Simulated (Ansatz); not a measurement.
Write the native input for Ansatz 0.2.0 that does the following.

```yaml
Task: band structure
Functional: PBEsol
Potentials_or_basis: Ansatz PAW
Cutoff: "420 eV (not typed: the program's choice for these potentials)"
k_mesh: 10 × 10 × 5
Occupations: fermi-dirac, width 0.05 eV
Spin: spin-orbit coupling, no magnetisation
Path: "[[\"G\", \"M\", \"K\", \"G\", \"A\", \"L\", \"H\", \"A\"], [\"L\", \"M\"], [\"K\", \"H\"]]"
Points_for_each_segment_of_the_path: 14
```

Crystal: GaN.

```
Ga N
1.0
     3.18000    0.00000    0.00000
    -1.59000    2.75396    0.00000
     0.00000    0.00000    5.16600
Ga N
2 2
Direct
  0.66667 0.33333 0.50000
  0.33333 0.66667 0.00000
  0.66667 0.33333 0.87500
  0.33333 0.66667 0.37500
```

These files were run (other wordings do the same):

input.yaml

```yaml
crystal:
  lattice:
    - [3.18, 0.0, 0.0]
    - [-1.59, 2.753960784, 0.0]
    - [0.0, 0.0, 5.166]
  atoms:
    - { symbol: Ga, position: [0.6666666667, 0.3333333333, 0.5] }
    - { symbol: Ga, position: [0.3333333333, 0.6666666667, 0.0] }
    - { symbol: "N", position: [0.6666666667, 0.3333333333, 0.875] }
    - { symbol: "N", position: [0.3333333333, 0.6666666667, 0.375] }
hamiltonian:
  xc: pbesol
  pseudopotentials: { kind: paw_fr }
magnetization:
  noncollinear: true
  spin_orbit: true
kpoints:
  mp_grid: { grid: [10, 10, 5] }
  band_path:
    path:
      - [[0.0, 0.0, 0.0], [0.5, 0.0, 0.0], [0.3333333333, 0.3333333333, 0.0], [0.0, 0.0, 0.0], [0.0, 0.0, 0.5], [0.5, 0.0, 0.5], [0.3333333333, 0.3333333333, 0.5], [0.0, 0.0, 0.5]]
      - [[0.5, 0.0, 0.5], [0.5, 0.0, 0.0]]
      - [[0.3333333333, 0.3333333333, 0.0], [0.3333333333, 0.3333333333, 0.5]]
    npoints: 14
scf:
  occupations: { method: fermi_dirac, width: 0.05 }
  n_extra_bands: 10
output:
  forces: true
  stress: true
  eigenvalues: true
  fatbands: false
```

Potentials or basis: Ansatz PAW.

Command:

```sh
$ ansatz run input.yaml --threads 2 --pin off --max-ram 5120MiB --backend cpu --events-out ev --progress --plain --runs-dir out
```

It gave:

The pressure is 1.0 GPa. The largest force is 0.133 eV/Å. The band gap on the k mesh is 1.90 eV, direct and the band gap along the path is 1.90 eV, direct.

Caveat: the pressure holds a Pulay correction of +0.5 GPa for the finite cutoff; the PAW data sets come from PBE, with cores solved anew for the run's functional, which leaves a small shift of forces and pressure.

Run time: 24 s on 2 threads of Arm Neoverse V2 (shared host), peak memory 0.53 GiB.
